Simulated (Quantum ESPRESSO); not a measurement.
# PbSe (Clausthalite) (Fm-3m) in Quantum ESPRESSO: single point with PBE

Aim: the single point of PbSe (Clausthalite) with PBE.

Everything below comes from runs of Quantum ESPRESSO 7.5. Logs are shortened: lines on timing, memory, paths and dates and some standing lists are left out, and cuts for length are marked.

**Experimental background.**

A printed reference work, monograph reports, for a bulk crystal of PbSe at 300 K: band gap 0.28 eV (direct).

The runs below are set against these values where they give the same quantity.

## (1) The crystal as given

It takes space group Fm-3m (No. 225, cubic). Conventional cell: a = 6.121 Å, b = 6.121 Å, c = 6.121 Å, α = 90.00°, β = 90.00°, γ = 90.00°. Pb (site symmetry m-3m) is surrounded by 6 Se at 3.06 Å. Se (site symmetry m-3m) has 6 Pb at 3.06 Å as nearest neighbours.

## (2) Single point, PBE

File run.py:

```python
import numpy as np
from ase.calculators.espresso import Espresso, EspressoProfile
from ase import Atoms

atoms = Atoms(['Pb', 'Se'],
              cell=[[0.0, 3.06065, 3.06065], [3.06065, 0.0, 3.06065], [3.06065, 3.06065, 0.0]],
              scaled_positions=[[0.0, 0.0, 0.0], [0.5, 0.5, 0.5]],
              pbc=True)

input_data = {
    'control': {'calculation': 'scf', 'prefix': 'pwscf', 'outdir': './tmp', 'tprnfor': True, 'tstress': True, 'disk_io': 'nowf'},
    'system': {'ecutwfc': 55.0, 'ecutrho': 440.0, 'nbnd': 16, 'occupations': 'smearing', 'smearing': 'fd', 'degauss': 0.00367493},
    'electrons': {'conv_thr': 4e-10, 'electron_maxstep': 120, 'mixing_beta': 0.5},
}
pseudopotentials = {'Pb': 'Pb.pbe-dn-kjpaw_psl.0.2.2.UPF', 'Se': 'Se_pbe_v1.uspp.F.UPF'}
profile = EspressoProfile(command='pw.x', pseudo_dir='pseudo')
atoms.calc = Espresso(profile=profile, input_data=input_data, pseudopotentials=pseudopotentials, kpts=(8, 8, 8), koffset=(0, 0, 0))

print(f'energy {atoms.get_potential_energy():.8f} eV')
print('forces (eV/A)')
print(np.round(atoms.get_forces(), 6))
print('stress (eV/A^3, Voigt)')
print(np.round(atoms.get_stress(), 8))
print(f'Fermi level {atoms.calc.get_fermi_level():.4f} eV')
```

Potentials or basis: SSSP 1.3 efficiency PBE.

Run with:

```console
OMP_NUM_THREADS=1 python run.py
```

Standard output:

```text
energy -12438.86333132 eV
forces (eV/A)
[[0. 0. 0.]
 [0. 0. 0.]]
stress (eV/A^3, Voigt)
[-0.01467308 -0.01467308 -0.01467308 -0.         -0.         -0.        ]
Fermi level 8.3276 eV
```

espresso.pwi:

```text
&CONTROL
   calculation      = 'scf'
   tstress          = .true.
   tprnfor          = .true.
   outdir           = './tmp'
   prefix           = 'pwscf'
   disk_io          = 'nowf'
   pseudo_dir       = 'pseudo'
/
&SYSTEM
   nbnd             = 16
   ecutwfc          = 55.0
   ecutrho          = 440.0
   occupations      = 'smearing'
   degauss          = 0.00367493
   smearing         = 'fd'
   ntyp             = 2
   nat              = 2
   ibrav            = 0
/
&ELECTRONS
   electron_maxstep = 120
   conv_thr         = 4e-10
   mixing_beta      = 0.5
/
&IONS
/
&CELL
/
&FCP
/
&RISM
/
ATOMIC_SPECIES
Pb 207.2 Pb.pbe-dn-kjpaw_psl.0.2.2.UPF
Se 78.971 Se_pbe_v1.uspp.F.UPF

K_POINTS automatic
8 8 8  0 0 0

CELL_PARAMETERS angstrom
0.00000000000000 3.06065000000000 3.06065000000000
3.06065000000000 0.00000000000000 3.06065000000000
3.06065000000000 3.06065000000000 0.00000000000000

ATOMIC_POSITIONS angstrom
Pb 0.0000000000 0.0000000000 0.0000000000  
Se 3.0606500000 3.0606500000 3.0606500000
```

espresso.pwo:

```text
This program is part of the open-source Quantum ESPRESSO suite
     for quantum simulation of materials; please cite
         "P. Giannozzi et al., J. Phys.:Condens. Matter 21 395502 (2009);
         "P. Giannozzi et al., J. Phys.:Condens. Matter 29 465901 (2017);
         "P. Giannozzi et al., J. Chem. Phys. 152 154105 (2020);
     in publications or presentations arising from this work. More details at

Warning: card &CELL ignored
Warning: card &FCP ignored
Warning: card &RISM ignored

     file Pb.pbe-dn-kjpaw_psl.0.2.2.UPF: wavefunction(s)  6S renormalized
     Message from routine setup:
     using ibrav=0 with symmetry is DISCOURAGED, use correct ibrav instead

     Subspace diagonalization in iterative solution of the eigenvalue problem:
     a serial algorithm will be used

     G-vector sticks info
     --------------------
     sticks:   dense  smooth     PW     G-vecs:    dense   smooth      PW
     Sum        2053    1027    301                60375    21331    3479

     Using Slab Decomposition

     bravais-lattice index     =            0
     lattice parameter (alat)  =       8.1795  a.u.
     unit-cell volume          =     386.9614 (a.u.)^3
     number of atoms/cell      =            2
     number of atomic types    =            2
     number of electrons       =        20.00
     number of Kohn-Sham states=           16
     kinetic-energy cutoff     =      55.0000  Ry
     charge density cutoff     =     440.0000  Ry
     scf convergence threshold =      4.0E-10
     mixing beta               =       0.5000
     number of iterations used =            8  plain     mixing
     Exchange-correlation= SLA  PW   PBE  PBE
                           (   1   4   3   4   0   0   0)

     celldm(1)=   8.179515  celldm(2)=   0.000000  celldm(3)=   0.000000
     celldm(4)=   0.000000  celldm(5)=   0.000000  celldm(6)=   0.000000

     crystal axes: (cart. coord. in units of alat)
               a(1) = (   0.000000   0.707107   0.707107 )
               a(2) = (   0.707107   0.000000   0.707107 )
               a(3) = (   0.707107   0.707107   0.000000 )

     reciprocal axes: (cart. coord. in units 2 pi/alat)
               b(1) = ( -0.707107  0.707107  0.707107 )
               b(2) = (  0.707107 -0.707107  0.707107 )
               b(3) = (  0.707107  0.707107 -0.707107 )

     PseudoPot. # 1 for Pb read from file:
     Pb.pbe-dn-kjpaw_psl.0.2.2.UPF
     Pseudo is Projector augmented-wave + core cor, Zval = 14.0
     Generated using "atomic" code by A. Dal Corso  v.5.0.99 svn rev. 10869
     Shape of augmentation charge: PSQ
     Using radial grid of 1281 points,  6 beta functions with:
                l(1) =   0
                l(2) =   0
                l(3) =   1
                l(4) =   1
                l(5) =   2
                l(6) =   2
     Q(r) pseudized with 0 coefficients

     PseudoPot. # 2 for Se read from file:
     Se_pbe_v1.uspp.F.UPF
     Pseudo is Ultrasoft + core correction, Zval =  6.0
     Generated by new atomic code, or converted to UPF format
     Using radial grid of  877 points,  6 beta functions with:
                l(1) =   0
                l(2) =   0
                l(3) =   1
                l(4) =   1
                l(5) =   2
                l(6) =   2
     Q(r) pseudized with  8 coefficients,  rinner =    1.300   1.300   1.300
                                                       1.300   1.300

     atomic species   valence    mass     pseudopotential
     Pb               14.00   207.20000     Pb( 1.00)
     Se                6.00    78.97100     Se( 1.00)

     48 Sym. Ops., with inversion, found

   Cartesian axes

     site n.     atom                  positions (alat units)
         1        Pb     tau(   1) = (   0.0000000   0.0000000   0.0000000  )
         2        Se     tau(   2) = (   0.7071068   0.7071068   0.7071068  )

     number of k points=    29  Fermi-Dirac smearing, width (Ry)=  0.0037
                       cart. coord. in units 2pi/alat
        k(    1) = (   0.0000000   0.0000000   0.0000000), wk =   0.0039062
        k(    2) = (   0.0883883   0.0883883  -0.0883883), wk =   0.0312500
        k(    3) = (   0.1767767   0.1767767  -0.1767767), wk =   0.0312500
        k(    4) = (   0.2651650   0.2651650  -0.2651650), wk =   0.0312500
        k(    5) = (  -0.3535534  -0.3535534   0.3535534), wk =   0.0156250
        k(    6) = (   0.1767767   0.0000000   0.0000000), wk =   0.0234375
[... 21 lines left out ...]
        k(   28) = (  -0.7071068   0.1767767   0.0000000), wk =   0.0468750
        k(   29) = (  -0.7071068   0.3535534   0.0000000), wk =   0.0234375

     Dense  grid:    60375 G-vectors     FFT dimensions: (  60,  60,  60)

     Smooth grid:    21331 G-vectors     FFT dimensions: (  40,  40,  40)

     Initial potential from superposition of free atoms

     starting charge      19.9976, renormalised to      20.0000
     Starting wfcs are   13 randomized atomic wfcs +    3 random wfcs
     Checking if some PAW data can be deallocated...

     Self-consistent Calculation

     iteration #  1     ecut=    55.00 Ry     beta= 0.50
     Davidson diagonalization with overlap
     ethr =  1.00E-02,  avg # of iterations =  5.5

     Threshold (ethr) on eigenvalues was too large:
     Diagonalizing with lowered threshold

     Davidson diagonalization with overlap
     ethr =  4.11E-04,  avg # of iterations =  3.9

     total energy              =    -914.21288177 Ry
     estimated scf accuracy    <       0.08020159 Ry

     iteration #  2     ecut=    55.00 Ry     beta= 0.50
     Davidson diagonalization with overlap
     ethr =  4.01E-04,  avg # of iterations =  2.6
[... 50 lines left out ...]
     total energy              =    -914.23967210 Ry
     estimated scf accuracy    <          4.9E-10 Ry

     iteration # 10     ecut=    55.00 Ry     beta= 0.50
     Davidson diagonalization with overlap
     ethr =  2.45E-12,  avg # of iterations =  3.1

     End of self-consistent calculation

          k = 0.0000 0.0000 0.0000 (  2685 PWs)   bands (ev):

    -8.6626  -8.6626  -8.6626  -8.6579  -8.6579  -5.4148   1.8695   6.3127
     6.3127   6.3127  12.8912  12.8912  12.8912  14.7066  14.7066  14.7066

          k = 0.0884 0.0884-0.0884 (  2698 PWs)   bands (ev):

    -8.6628  -8.6628  -8.6620  -8.6564  -8.6564  -5.2964   1.4761   6.3526
     6.3526   6.5859  11.8331  12.2150  12.2150  14.5405  15.0540  15.0540

          k = 0.1768 0.1768-0.1768 (  2665 PWs)   bands (ev):
[... 6 lines left out ...]
    -8.6794  -8.6794  -8.6599  -8.6336  -8.6336  -4.5611  -0.2499   6.6284
     6.6284   7.6915   9.1817  10.2154  10.2154  15.6896  17.2648  17.2648

          k =-0.3536-0.3536 0.3536 (  2638 PWs)   bands (ev):

    -8.6829  -8.6829  -8.6596  -8.6288  -8.6288  -4.3482  -0.6283   6.7129
     6.7129   8.1792   8.4760   9.8779   9.8779  16.7350  18.4353  18.4750

          k = 0.1768 0.0000 0.0000 (  2693 PWs)   bands (ev):

    -8.6680  -8.6653  -8.6564  -8.6564  -8.6551  -5.2552   1.4220   6.0870
     6.0870   7.0914  10.8369  12.7477  12.7477  13.7789  15.7075  15.7075

          k = 0.2652 0.0884-0.0884 (  2662 PWs)   bands (ev):

    -8.6809  -8.6652  -8.6603  -8.6491  -8.6435  -4.9945   0.8420   5.9629
     6.0294   7.3776   9.9334  12.0177  12.2313  13.7995  16.2471  16.6156

          k = 0.3536 0.1768-0.1768 (  2685 PWs)   bands (ev):
[... 11 lines left out ...]
    -8.6895  -8.6782  -8.6566  -8.6341  -8.6334  -4.3729  -0.3666   5.5462
     6.6394   7.6293   9.1190  10.1105  11.5167  15.9470  17.1030  18.0674

          k =-0.0884-0.2652 0.2652 (  2664 PWs)   bands (ev):

    -8.6774  -8.6742  -8.6590  -8.6452  -8.6383  -4.7423   0.2657   5.5243
     6.7932   7.7301   9.3910  10.3067  12.0696  15.1018  15.8237  17.6767

          k = 0.0000-0.1768 0.1768 (  2673 PWs)   bands (ev):

    -8.6669  -8.6663  -8.6617  -8.6556  -8.6470  -5.1067   1.0034   5.8339
     6.6460   7.1775  10.5497  11.1365  12.4567  14.7519  15.1069  16.2041

          k = 0.3536 0.0000 0.0000 (  2682 PWs)   bands (ev):

    -8.7057  -8.6716  -8.6484  -8.6409  -8.6409  -4.8065   0.8011   5.5821
     5.5821   6.5474  10.5811  12.7391  12.9457  12.9457  17.8143  17.9372

          k = 0.4419 0.0884-0.0884 (  2664 PWs)   bands (ev):

    -8.7264  -8.6713  -8.6517  -8.6343  -8.6296  -4.4781   0.4263   5.2561
     5.4557   5.7747  11.3740  12.2876  12.6630  13.3250  18.2329  18.6571

          k =-0.1768-0.5303 0.5303 (  2666 PWs)   bands (ev):

    -8.7312  -8.6634  -8.6595  -8.6342  -8.6250  -4.1762  -0.0343   4.5812
     5.6219   6.0287  11.1049  11.8595  12.6183  14.1158  18.3709  19.0130

          k =-0.0884-0.4419 0.4419 (  2664 PWs)   bands (ev):

    -8.7188  -8.6671  -8.6519  -8.6406  -8.6299  -4.1340  -0.2244   4.3333
     6.0473   6.6230  10.3757  11.0091  12.8514  15.6581  17.0995  17.4490

          k = 0.0000-0.3536 0.3536 (  2650 PWs)   bands (ev):

    -8.6966  -8.6721  -8.6518  -8.6406  -8.6392  -4.3961  -0.0602   4.6674
     6.5718   7.4125   9.5668  10.3571  12.6436  16.2211  16.3242  17.7358

          k = 0.5303 0.0000 0.0000 (  2658 PWs)   bands (ev):

    -8.7592  -8.6780  -8.6416  -8.6248  -8.6248  -4.2488   0.6255   4.3133
     5.1266   5.1266  12.0951  12.8924  13.4815  13.4815  18.8192  18.9380

          k =-0.0884-0.6187 0.6187 (  2666 PWs)   bands (ev):

    -8.7693  -8.6756  -8.6442  -8.6230  -8.6207  -4.0398   0.5043   3.5992
     5.1258   5.2435  12.0603  13.1850  13.3134  13.8544  19.5941  19.7379

          k = 0.0000-0.5303 0.5303 (  2654 PWs)   bands (ev):

    -8.7521  -8.6646  -8.6536  -8.6303  -8.6239  -3.9891   0.1336   3.6031
     5.4565   5.7844  11.5814  12.1912  13.6357  14.0138  18.3813  18.4984

          k =-0.7071 0.0000 0.0000 (  2698 PWs)   bands (ev):

    -8.7851  -8.6807  -8.6389  -8.6180  -8.6180  -3.9789   0.7890   3.1960
     4.9502   4.9502  11.8794  13.7934  13.7934  14.2379  19.5180  19.8306

          k = 0.3536 0.1768 0.0000 (  2673 PWs)   bands (ev):

    -8.6975  -8.6650  -8.6613  -8.6414  -8.6367  -4.6938   0.4221   5.2846
     6.2097   6.9664  10.1224  11.3199  12.4267  14.1592  17.1122  17.7454

          k =-0.2652-0.4419 0.6187 (  2666 PWs)   bands (ev):

    -8.7100  -8.6673  -8.6583  -8.6383  -8.6305  -4.3325  -0.0666   4.9395
     5.6938   7.1458   9.9008  11.3064  12.4021  14.8399  17.6969  18.1962

          k =-0.1768-0.3536 0.5303 (  2660 PWs)   bands (ev):
[... 6 lines left out ...]
    -8.7448  -8.6699  -8.6522  -8.6294  -8.6250  -4.1958   0.2810   4.4483
     4.8027   6.1354  11.5077  12.3867  12.8182  14.1297  18.5792  19.0918

          k =-0.0884-0.4419 0.6187 (  2657 PWs)   bands (ev):

    -8.7449  -8.6612  -8.6568  -8.6376  -8.6214  -4.0163   0.0780   3.9666
     4.6189   6.8226  10.5788  12.6047  13.2429  14.7583  17.0331  19.8669

          k = 0.0000-0.3536 0.5303 (  2668 PWs)   bands (ev):

    -8.7300  -8.6643  -8.6497  -8.6460  -8.6253  -4.0779  -0.0617   4.1464
     4.9513   7.3328   9.8542  12.2060  13.0064  15.9267  16.0092  18.8798

          k =-0.7071 0.1768 0.0000 (  2658 PWs)   bands (ev):

    -8.7686  -8.6719  -8.6470  -8.6276  -8.6179  -3.9644   0.4398   3.4006
     4.6185   5.9451  12.0063  12.3088  13.9116  14.3157  18.3390  19.7956

          k =-0.7071 0.3536 0.0000 (  2656 PWs)   bands (ev):

    -8.7491  -8.6581  -8.6502  -8.6502  -8.6179  -3.9491   0.1561   3.9508
     3.9508   7.3895  10.0670  13.1498  13.1498  15.9176  15.9176  20.0405

     the Fermi energy is     8.3276 ev

!    total energy              =    -914.23967210 Ry
     estimated scf accuracy    <          5.9E-12 Ry
     smearing contrib. (-TS)   =      -0.00002247 Ry
     internal energy E=F+TS    =    -914.23964963 Ry

     The total energy is F=E-TS. E is the sum of the following terms:
     one-electron contribution =     -36.83441710 Ry
     hartree contribution      =      32.88097591 Ry
     xc contribution           =     -74.06470108 Ry
     ewald contribution        =    -107.78080368 Ry
     one-center paw contrib.   =    -728.44070367 Ry

     convergence has been achieved in  10 iterations

     Forces acting on atoms (cartesian axes, Ry/au):

     atom    1 type  1   force =     0.00000000    0.00000000    0.00000000
     atom    2 type  2   force =     0.00000000    0.00000000    0.00000000

     Total force =     0.000000     Total SCF correction =     0.000000

     Computing stress (Cartesian axis) and pressure

          total   stress  (Ry/bohr**3)                   (kbar)     P=       23.51
   0.00015981   0.00000000   0.00000000           23.51        0.00        0.00
   0.00000000   0.00015981   0.00000000            0.00       23.51        0.00
   0.00000000   0.00000000   0.00015981            0.00        0.00       23.51

=------------------------------------------------------------------------------=
   JOB DONE.
=------------------------------------------------------------------------------=
```

Wall time 28 s (1 thread of AMD EPYC 9R45 (Zen 5), shared host); peak memory 0.29 GiB.

What came out:

* Free energy: -12438.8644 eV
* Pressure: 2.4 GPa
* Band gap on the k mesh: 0.30 eV, direct

Caveat: spin-orbit coupling is left out, which as a rule narrows the gap of such compounds by several tenths of an eV.

## (3) Against experiment

Step 2. Against the measured gap of PbSe, 0.28 eV (direct; 300 K; a printed reference work, monograph), the calculated 0.30 eV is off by +0.02 eV. 2 values of this kind are on record (0.15 to 0.28 eV); this one was drawn at random. Spin-orbit coupling on Pb, Se is left out. The value is that of PBE on a finite k mesh, which can miss the band edges, without temperature or zero-point motion.
